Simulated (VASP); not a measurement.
# SrCl2 (Immm) in VASP: notebook

The runs below take SrCl2 through single point, with PBEsol.

Program: VASP 6.6.1. These are calculated values, not measurements. Logs are shortened: lines on timing, memory, paths and dates and some standing lists are left out, and cuts for length are marked.

### 1 The cell of the first run

Symmetry: Immm, No. 71, orthorhombic system. The conventional cell has a = 4.698 Å, b = 5.160 Å, c = 6.971 Å, α = 90.00°, β = 90.00°, γ = 90.00°. Sr (site symmetry mmm) is surrounded by 8 Cl at 2.93 to 3.11 Å. Cl (site symmetry mm2) is surrounded by 4 Sr at 2.93 to 3.11 Å.

Measurements of this composition are mostly on another form, of space group No. 225.

### 2 Single point, PBEsol (strain +0.0937 x Voigt [0, 0, 0, 0, 1, 0], atoms carried along)

Input file INCAR:

```
SYSTEM = SrCl2
PREC = Accurate
ENCUT = 520
EDIFF = 1E-6
ISMEAR = 0
SIGMA = 0.05
LREAL = .FALSE.
LASPH = .TRUE.
NELM = 100
ALGO = Normal
ISIF = 2
LWAVE = .FALSE.
LCHARG = .FALSE.
GGA = PS
NBANDS = 19
```

Input file KPOINTS:

```
regular mesh
0
G
  6 6 6
  0 0 0
```

Input file POSCAR:

```
SrCl2
1.0
    0.1632956750      3.4855000000      3.4855000000
    3.6487956750      0.0000000000      3.6487956750
    3.4855000000      3.4855000000      0.1632956750
Sr Cl
1 2
Direct
    0.0000000000      0.0000000000      0.0000000000
    0.2500000000      0.2500000000      0.2500000000
    0.7500000000      0.7500000000      0.7500000000
```

Potentials or basis: VASP PAW PBE potentials, release 64 (Sr_sv, Cl).

Launch:

```bash
$ cat potpaw_PBE.64/Sr_sv/POTCAR potpaw_PBE.64/Cl/POTCAR > POTCAR
$ mpirun -np 1 vasp_std > vasp.out
```

OUTCAR:

```text
SYSTEM = SrCl2
   PREC = Accurate
   ENCUT = 520
   EDIFF = 1E-6
   ISMEAR = 0
   LREAL = .FALSE.
   LASPH = .TRUE.
   NELM = 100
   ISIF = 2
   GGA = PS

 ion  position               nearest neighbor table
   1  0.000  0.000  0.000-   3 2.93   2 2.93   2 2.93   3 2.93   3 3.11   3 3.11   2 3.11   2 3.11

   2  0.250  0.250  0.250-   1 2.93   1 2.93   1 3.11   1 3.11
   3  0.750  0.750  0.750-   1 2.93   1 2.93   1 3.11   1 3.11

  LATTYP: Found a body centered orthorhombic cell.
 ALAT       =     4.6983064134
 B/A-ratio  =     1.0983056182
 C/A-ratio  =     1.4837261316

  Lattice vectors:

 A1 = (   0.1632956750,  -3.4855000000,   3.4855000000)
 A2 = (  -0.1632956750,  -3.4855000000,  -3.4855000000)
 A3 = (   3.4855000000,   3.4855000000,   0.1632956750)

Analysis of symmetry for initial positions (statically):
=====================================================================
 Subroutine PRICEL returns:
 Original cell was already a primitive cell.

 Routine SETGRP: Setting up the symmetry group for a
 body centered orthorhombic supercell.

 Subroutine GETGRP returns: Found  8 space group operations
 (whereof  8 operations were pure point group operations)
 out of a pool of  8 trial point group operations.

The static configuration has the point symmetry D_2h.

Analysis of symmetry for dynamics (positions and initial velocities):
=====================================================================
 Subroutine PRICEL returns:
 Original cell was already a primitive cell.

 Routine SETGRP: Setting up the symmetry group for a
 body centered orthorhombic supercell.

 Subroutine GETGRP returns: Found  8 space group operations
 (whereof  8 operations were pure point group operations)
 out of a pool of  8 trial point group operations.

The dynamic configuration has the point symmetry D_2h.

 Subroutine INISYM returns: Found  8 space group operations
 (whereof  8 operations are pure point group operations),
 and found     1 'primitive' translations

----------------------------------------------------------------------------------------

                                     Primitive cell

  volume of cell :      84.5028

  direct lattice vectors                    reciprocal lattice vectors
     0.163295675  3.485500000  3.485500000    -0.150502483  0.143451442  0.150502483
     3.648795675  0.000000000  3.648795675     0.137031515 -0.143451442  0.137031515
     3.485500000  3.485500000  0.163295675     0.150502483  0.143451442 -0.150502483

  length of vectors
     4.931945456  5.160176330  4.931945456     0.256671601  0.241109080  0.256671601

  position of ions in fractional coordinates (direct lattice)
     0.000000000  0.000000000  0.000000000
     0.250000000  0.250000000  0.250000000
     0.750000000  0.750000000  0.750000000

  ion indices of the primitive-cell ions
   primitive index   ion index
                 1           1
                 2           2
                 3           3

----------------------------------------------------------------------------------------

 KPOINTS: regular mesh

Automatic generation of k-mesh.
 Grid dimensions read from file:
 generate k-points for:    6    6    6

 Generating k-lattice:

  Cartesian coordinates                     Fractional coordinates (reciprocal lattice)
    -0.025083747  0.023908574  0.025083747     0.166666667  0.000000000  0.000000000
     0.022838586 -0.023908574  0.022838586     0.000000000  0.166666667  0.000000000
     0.025083747  0.023908574 -0.025083747     0.000000000  0.000000000  0.166666667

  Length of vectors
     0.042778600  0.040184847  0.042778600

  Shift w.r.t. Gamma in fractional coordinates (k-lattice)
     0.000000000  0.000000000  0.000000000

 Subroutine IBZKPT returns following result:
 ===========================================

 Found     46 irreducible k-points:

 Following reciprocal coordinates:
            Coordinates               Weight
  0.000000  0.000000  0.000000      1.000000
  0.166667  0.000000  0.000000      4.000000
  0.333333  0.000000  0.000000      4.000000
  0.500000  0.000000  0.000000      2.000000
 -0.000000  0.166667 -0.000000      4.000000
  0.166667  0.166667 -0.000000      4.000000
[... 16 lines left out ...]
  0.500000  0.000000  0.166667      4.000000
 -0.333333  0.000000  0.166667      4.000000
 [... further k-points ...]
   k-points           NKPTS =     46   k-points in BZ     NKDIM =     46   number of bands    NBANDS=     19
   number of dos      NEDOS =    301   number of ions     NIONS =      3
   total plane-waves  NPLWV =  64000
   dimension x,y,z NGX =    40 NGY =   40 NGZ =   40
   dimension x,y,z NGXF=    80 NGYF=   80 NGZF=   80
   ions per type =               1   2
   NGX,Y,Z   is equivalent  to a cutoff of  13.48, 12.89, 13.48 a.u.
   NGXF,Y,Z  is equivalent  to a cutoff of  26.97, 25.77, 26.97 a.u.
 SYSTEM =  SrCl2
   PREC   = accura    normal or accurate (medium, high low for compatibility)
   ISTART =      0    job   : 0-new  1-cont  2-samecut
   ICHARG =      2    charge: 1-file 2-atom 10-const
   ISPIN  =      1    spin polarized calculation?
   LNONCOLLINEAR =      F non collinear calculations
   LSORBIT =      F    spin-orbit coupling
   LASPH  =      T    aspherical Exc in radial PAW
   ENCUT  =  520.0 eV  38.22 Ry    6.18 a.u.   9.17  9.59  9.17*2*pi/ulx,y,z
   NELM   =    100;   NELMIN=  2; NELMDL= -5     # of ELM steps
   EDIFF  = 0.1E-05   stopping-criterion for ELM
   LREAL  =      F    real-space projection
   EDIFFG = 0.1E-04   stopping-criterion for IOM
   NSW    =      0    number of steps for IOM
   IBRION =     -1    ionic relax: 0-MD 1-quasi-New 2-CG
   NFREE  =      0    steps in history (QN), initial steepest desc. (CG)
   ISIF   =      2    stress and relaxation
   ISYM   =      2    0-nonsym 1-usesym 2-fastsym
   POTIM  = 0.5000    time-step for ionic-motion
   TEBEG  =    0.0;   TEEND  =   0.0 temperature during run
   PSTRESS=    0.0 pullay stress
   NELECT =      24.0000    total number of electrons
   NUPDOWN=      -1.0000    fix difference up-down
   EMIN   =  10.00;   EMAX   =-10.00  energy-range for DOS
   EFERMI =   0.00;   METHOD = LEGACY
   ISMEAR =     0;   SIGMA  =   0.05  broadening in eV -4-tet -1-fermi 0-gaus
   EFERMI_NEDOS =   21; number of points for ismear=-14 and -15
   IALGO  =     38    algorithm
   IMIX   =      4    mixing-type and parameters
     AMIX     =   0.40;   BMIX     =  1.00
     AMIX_MAG =   1.60;   BMIX_MAG =  1.00
  volume/ion in A,a.u.               =      28.17       190.08
  Fermi-wavevector in a.u.,A,eV,Ry     =   1.076106  2.033545 15.755593  1.158003
  Thomas-Fermi vector in A             =   2.211981
   LORBIT       =      0    0 simple, 1 ext, 2 COOP (PROOUT), +10 PAW based schemes
   GGA     = PS    functional components
   LHFCALC =     F    Hartree Fock is set to
   AEXX    =    0.0000 exact exchange contribution
   IVDW    =     0    specifies the selected vdW correction
   LEPSILON=     F    determine dielectric tensor
   LRPA    =     F    only Hartree local field effects (RPA)
 non-spin polarized calculation
 Gauss-broadening in eV      SIGMA  =   0.05
  energy-cutoff  :      520.00
  volume of cell :       84.50
 maximum number of plane-waves:      2293
 NGX is ok and might be reduce to    40
   NGX = 19   NGY = 19   NGZ = 19

 number of electron      23.9999998 magnetization

 Free energy of the ion-electron system (eV)
  ---------------------------------------------------
  ext. energy  EPLUGINS =         0.00000000
  ---------------------------------------------------
  free energy    TOTEN  =       -13.30535557 eV

  energy without entropy =      -13.30535557  energy(sigma->0) =      -13.30535557

 E-fermi :   0.3015     XC(G=0):  -8.5089

 val. band max:        0.0944235270   @ k =   0.5000   0.0000   0.5000
 cond. band min:       5.2481178959   @ k =   0.0000   0.0000   0.0000
 fundamental gap:      5.1536943689
 Fermi energy:         0.3015155006

 k-point     1 :       0.0000    0.0000    0.0000
  band No.  band energies     occupation
      1     -32.6547      2.00000
      2     -14.7003      2.00000
      3     -14.6812      2.00000
      4     -14.6764      2.00000
      5     -13.2052      2.00000
      6     -12.3090      2.00000
[... 11 lines left out ...]
     18       9.2782      0.00000
     19       9.3683      0.00000

 k-point     2 :       0.1667    0.0000    0.0000
  band No.  band energies     occupation
      1     -32.6536      2.00000
      2     -14.7985      2.00000
      3     -14.6970      2.00000
      4     -14.6847      2.00000
      5     -13.0088      2.00000
      6     -12.3872      2.00000
[... 11 lines left out ...]
     18       8.9561      0.00000
     19       9.5196      0.00000

 k-point     3 :       0.3333    0.0000    0.0000
  band No.  band energies     occupation
      1     -32.6513      2.00000
      2     -14.9716      2.00000
      3     -14.6998      2.00000
      4     -14.6918      2.00000
      5     -12.7789      2.00000
      6     -12.4277      2.00000
[... 11 lines left out ...]
     18       8.8224      0.00000
     19       9.3033      0.00000

 k-point     4 :       0.5000    0.0000    0.0000
  band No.  band energies     occupation
      1     -32.6502      2.00000
      2     -15.0403      2.00000
      3     -14.7004      2.00000
      4     -14.6953      2.00000
      5     -12.7961      2.00000
      6     -12.3270      2.00000
[... 11 lines left out ...]
     18       8.6983      0.00000
     19       9.2194      0.00000

 k-point     5 :      -0.0000    0.1667   -0.0000
  band No.  band energies     occupation
      1     -32.6540      2.00000
      2     -14.7783      2.00000
      3     -14.6898      2.00000
      4     -14.6799      2.00000
      5     -13.0700      2.00000
      6     -12.3550      2.00000
[... 11 lines left out ...]
     18       9.0197      0.00000
     19       9.6833      0.00000

 k-point     6 :       0.1667    0.1667   -0.0000
  band No.  band energies     occupation
      1     -32.6534      2.00000
      2     -14.8085      2.00000
      3     -14.7041      2.00000
      4     -14.6881      2.00000
      5     -12.9757      2.00000
      6     -12.3981      2.00000
[... 11 lines left out ...]
     18       8.9488      0.00000
     19       9.0258      0.00000

 k-point     7 :       0.3333    0.1667    0.0000
  band No.  band energies     occupation
      1     -32.6515      2.00000
      2     -14.9622      2.00000
      3     -14.7027      2.00000
      4     -14.6966      2.00000
      5     -12.7118      2.00000
      6     -12.4955      2.00000
[... 11 lines left out ...]
     18       8.6713      0.00000
     19       9.3729      0.00000

 k-point     8 :       0.5000    0.1667    0.0000
  band No.  band energies     occupation
      1     -32.6500      2.00000
      2     -15.0259      2.00000
      3     -14.7364      2.00000
      4     -14.7024      2.00000
      5     -12.7186      2.00000
      6     -12.3692      2.00000
[... 256 lines left out ...]
 k-point    20 :       0.5000    0.5000    0.0000
  band No.  band energies     occupation
      1     -32.6496      2.00000
      2     -15.0821      2.00000
      3     -14.7140      2.00000
      4     -14.7126      2.00000
      5     -12.6487      2.00000
      6     -12.3758      2.00000
[... 11 lines left out ...]
     18       8.5347      0.00000
     19      10.0228      0.00000

 k-point    21 :       0.1667    0.0000    0.1667
  band No.  band energies     occupation
      1     -32.6536      2.00000
      2     -14.8185      2.00000
      3     -14.6908      2.00000
      4     -14.6842      2.00000
      5     -12.9868      2.00000
      6     -12.3927      2.00000
[... 11 lines left out ...]
     18       8.7509      0.00000
     19       9.0689      0.00000

 k-point    22 :       0.3333    0.0000    0.1667
  band No.  band energies     occupation
      1     -32.6519      2.00000
      2     -14.9159      2.00000
      3     -14.7349      2.00000
      4     -14.6992      2.00000
      5     -12.7335      2.00000
      6     -12.4815      2.00000
[... 11 lines left out ...]
     18       8.5233      0.00000
     19       9.6578      0.00000

 k-point    23 :       0.5000    0.0000    0.1667
  band No.  band energies     occupation
      1     -32.6502      2.00000
      2     -14.9869      2.00000
      3     -14.7818      2.00000
      4     -14.7014      2.00000
      5     -12.6834      2.00000
      6     -12.3972      2.00000
[... 11 lines left out ...]
     18       8.9512      0.00000
     19       9.5244      0.00000

 k-point    24 :      -0.3333    0.0000    0.1667
  band No.  band energies     occupation
      1     -32.6502      2.00000
      2     -15.0114      2.00000
      3     -14.7475      2.00000
      4     -14.6953      2.00000
      5     -12.6692      2.00000
      6     -12.4351      2.00000
[... 11 lines left out ...]
     18       8.9564      0.00000
     19       9.3128      0.00000

 [... further k-points ...]
[... 5 lines left out ...]
  --------------------------------------------------------------------------------------
  -------------------------------------------------------------------------------------
  Total       -0.2372751     -0.1996542     -0.2372751      0.0000000      0.0000000     -0.7192773
  in kB       -4.4987500     -3.7854556     -4.4987500      0.0000000      0.0000000    -13.6375377
  external PRESSURE =      -4.2609852 kB  Pullay stress =       0.0000000 kB

 VOLUME and BASIS-vectors are now :
 -----------------------------------------------------------------------------
  energy-cutoff  :      520.00
  volume of cell :       84.50
      direct lattice vectors                 reciprocal lattice vectors
     0.163295675  3.485500000  3.485500000    -0.150502483  0.143451442  0.150502483
     3.648795675  0.000000000  3.648795675     0.137031515 -0.143451442  0.137031515
     3.485500000  3.485500000  0.163295675     0.150502483  0.143451442 -0.150502483

 POSITION                                       TOTAL-FORCE (eV/Angst)
 -----------------------------------------------------------------------------------
      0.00000      0.00000      0.00000         0.000000     -0.000000     -0.000000
      1.82440      1.74275      1.82440         0.000000     -0.214863      0.000000
      5.47319      5.22825      5.47319        -0.000000      0.214863     -0.000000
 -----------------------------------------------------------------------------------
    total drift:                               -0.000000     -0.000000      0.000000

  FREE ENERGIE OF THE ION-ELECTRON SYSTEM (eV)
  ---------------------------------------------------
  free  energy   TOTEN  =       -13.3053555736 eV

  energy  without entropy=      -13.3053555736  energy(sigma->0) =      -13.30535557
```

Run time: 64 s. Hardware: 1 thread of AMD EPYC 7R13 (Zen 3), shared host; peak memory 0.23 GiB.

Results:

- Free energy: -13.3054 eV
- Pressure: -0.4 GPa
- Largest force: 0.215 eV/Å
- Band gap on the k mesh: 5.15 eV, indirect (least direct gap 5.39 eV)

Forces in eV/Å, atoms in the order of the input:
```
Sr   0.000  0.000  0.000
Cl   0.000 -0.215  0.000
Cl   0.000  0.215  0.000
```

Caveat: the PAW data sets were made with another functional, which shifts forces and pressure a little. A k mesh can miss the band edges.

### 3 Single point, PBEsol (strain +0.1312 x Voigt [0, 0, 0, 0, 1, 0], atoms carried along)

Input file INCAR:

```
SYSTEM = SrCl2
ALGO = Normal ; EDIFF = 1E-7
ENCUT = 520 ; GGA = PS
ISIF = 2 ; ISMEAR = 0
LASPH = .TRUE. ; LCHARG = .FALSE.
LREAL = .FALSE. ; LWAVE = .FALSE.
NBANDS = 19 ; NELM = 100
PREC = Accurate ; SIGMA = 0.05
```

Input file KPOINTS:

```
k-points
0
G
  6 6 6
  0 0 0
```

Input file POSCAR:

```
SrCl2
1.0
    0.2286488000      3.4855000000      3.4855000000
    3.7141488000      0.0000000000      3.7141488000
    3.4855000000      3.4855000000      0.2286488000
Sr Cl
1 2
Direct
    0.0000000000      0.0000000000      0.0000000000
    0.2500000000      0.2500000000      0.2500000000
    0.7500000000      0.7500000000      0.7500000000
```

Potentials or basis: VASP PAW PBE potentials, release 64 (Sr_sv, Cl).

Launch:

```bash
$ cat potpaw_PBE.64/Sr_sv/POTCAR potpaw_PBE.64/Cl/POTCAR > POTCAR
$ mpirun -np 1 vasp_std > vasp.out
```

It took 72 s on 1 thread of AMD EPYC 7R13 (Zen 3), shared host; peak memory 0.23 GiB.

Results (log left out):

- Free energy: -13.2726 eV
- Pressure: 0.0 GPa
- Largest force: 0.313 eV/Å
- Band gap on the k mesh: 5.16 eV, indirect (least direct gap 5.40 eV)

Forces on the atoms (eV/Å):
```
Sr   0.000  0.000  0.000
Cl   0.000 -0.313  0.000
Cl   0.000  0.313  0.000
```

Stress tensor (GPa, compression positive):
```
-0.06  0.00 -1.97
 0.00  0.09  0.00
-1.97  0.00 -0.06
```

Levels at points of the mesh, in eV from the valence-band top:
```csv
k point,band 10,band 11,band 12,band 13,band 14,band 15
"(0.00, 0.00, 0.00)",-0.40,-0.33,-0.23,5.16,5.97,6.09
"(0.50, 0.00, 0.00)",-1.32,-1.12,-1.03,6.55,6.97,7.54
"(0.00, 0.50, 0.00)",-1.36,-1.05,-0.95,6.41,6.78,7.29
"(0.50, 0.50, 0.00)",-0.45,-0.44,-0.01,5.41,6.79,7.59
"(0.50, 0.00, 0.50)",-0.72,-0.11,0.00,5.42,6.91,7.61
```

Caveat: the PAW data sets were made with another functional, which shifts forces and pressure a little.
